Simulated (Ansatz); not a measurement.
This geometry of a periodic cell of 17 atoms, Si (host Si, host structure diamond, interstitial Si) is a first-order saddle point.

Method: Ansatz, DFT PBEsol, scalar-relativistic, plane waves, PAW. Settings: PAW set soft_1, cutoff 420 eV, k mesh 2x2x2, fermi-dirac smearing 0.05 eV, no spin polarisation.

```xyz
17
Lattice="0.0000 5.4300 5.4300 5.4300 0.0000 5.4300 5.4300 5.4300 0.0000" Properties=species:S:1:pos:R:3
Si -0.071 -0.067 -0.020
Si 1.129 1.133 1.583
Si 2.501 2.503 0.212
Si 3.975 3.978 1.254
Si 2.733 -0.068 2.784
Si 4.141 1.341 4.001
Si 5.526 2.615 2.618
Si 6.889 3.978 4.168
Si -0.071 2.736 2.784
Si 1.337 4.145 4.001
Si 2.612 5.528 2.617
Si 3.975 6.892 4.168
Si 2.940 2.944 5.202
Si 4.141 4.145 6.805
Si 5.526 5.528 5.531
Si 7.000 7.003 6.573
Si 4.751 4.753 3.392
```

**Question.** Which two structures does it join? (They come from a converged band through this point; their orientation in space is the band's.)

**Answer.** Contacts lost: Si2–Si17. Contacts made: Si13–Si17. The atom that moves furthest is Si17, by 2.35 Å; four of its nearest neighbours are Si8 2.39, Si4 2.39, Si12 2.39, Si2 2.39 Å at the first end and Si7 2.39, Si13 2.39, Si11 2.39, Si15 2.39 Å at the last.

Initial state:

```xyz
17
Lattice="0.0000 5.4300 5.4300 5.4300 0.0000 5.4300 5.4300 5.4300 0.0000" Properties=species:S:1:pos:R:3
Si 0.000 0.002 -0.036
Si 1.382 1.385 1.330
Si 2.712 2.720 -0.005
Si 4.048 4.050 1.331
Si 2.748 0.003 2.712
Si 4.067 1.364 4.076
Si 5.429 2.683 2.713
Si 6.808 4.054 4.092
Si 0.000 2.751 2.714
Si 1.364 4.068 4.077
Si 2.681 5.431 2.714
Si 4.048 6.815 4.095
Si 2.715 2.716 5.430
Si 4.067 4.069 6.781
Si 5.429 5.433 5.462
Si 6.792 6.794 6.781
Si 5.427 5.435 2.710
```

Final state:

```xyz
17
Lattice="0.0000 5.4300 5.4300 5.4300 0.0000 5.4300 5.4300 5.4300 0.0000" Properties=species:S:1:pos:R:3
Si 0.005 0.006 0.005
Si 1.358 1.357 1.357
Si 2.709 2.711 0.006
Si 4.071 4.075 1.324
Si 2.710 0.005 2.710
Si 4.072 1.325 4.073
Si 5.451 2.694 2.693
Si 6.820 4.074 4.074
Si 0.006 2.710 2.708
Si 1.324 4.074 4.071
Si 2.688 5.457 2.689
Si 4.072 6.822 4.072
Si 2.691 2.693 5.453
Si 4.073 4.073 6.820
Si 5.454 5.456 5.454
Si 6.785 6.793 6.787
Si 4.070 4.077 4.072
```

**Question.** How far does it lie above each of them?

**Answer.** 0.30 eV above the first and 0.31 eV above the second. This is the barrier of this one path; another mechanism may lie lower. Limits of this set-up: coarse k mesh, PAW files made for another functional, a small cell, in which the defect meets its images.

Run time: 11 min on 1 thread of AMD EPYC 7R43 64-Core Processor (Zen 3), on a shared host, peak memory 0.87 GiB.
